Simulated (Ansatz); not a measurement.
Theory: DFT PBE, scalar-relativistic, plane waves, PAW in Ansatz 0.2.0.

Cutoff 420 eV; k points 6×6×4 on the computed 6-atom cell (Γ-centred); Gaussian smearing, width 0.02 eV; no spin polarisation.

```
CELL_PARAMETERS angstrom
2.66514 -2.22580 -0.06150
2.66514 2.22580 -0.06150
-0.15368 0.00000 6.41301
ATOMIC_POSITIONS crystal
C 0.03282 0.99686 0.99830
C 0.49686 0.53282 0.49830
O 0.80575 0.19033 0.90271
O 0.19181 0.78243 0.09899
O 0.69033 0.30575 0.40271
O 0.28243 0.69181 0.59899
```

(1) Is this geometry at equilibrium? Which atom feels the largest force?

(2) Give all forces and the stress.

The cell holds molecules, and where no dispersion correction was added their binding is poorly described.

Results:

(1) It isn't. Atom 4 (O) feels (-1.01, -11.48, 8.51) eV/Å, 14.327 eV/Å in size, and symmetry-related atoms feel the same size.

(2)
```
atom Fx Fy Fz
  C1   0.482    6.261  -4.522
  C2   0.482   -6.261  -4.522
  O3   0.531    5.339  -3.984
  O4  -1.014  -11.484   8.506
  O5   0.531   -5.339  -3.984
  O6  -1.014   11.484   8.506
```
Stress (GPa, compression positive):
```
 3.32  0.00 -4.11
 0.00 65.12  0.00
-4.11  0.00 36.22
```

This form isn't the usual stable structure of the compound.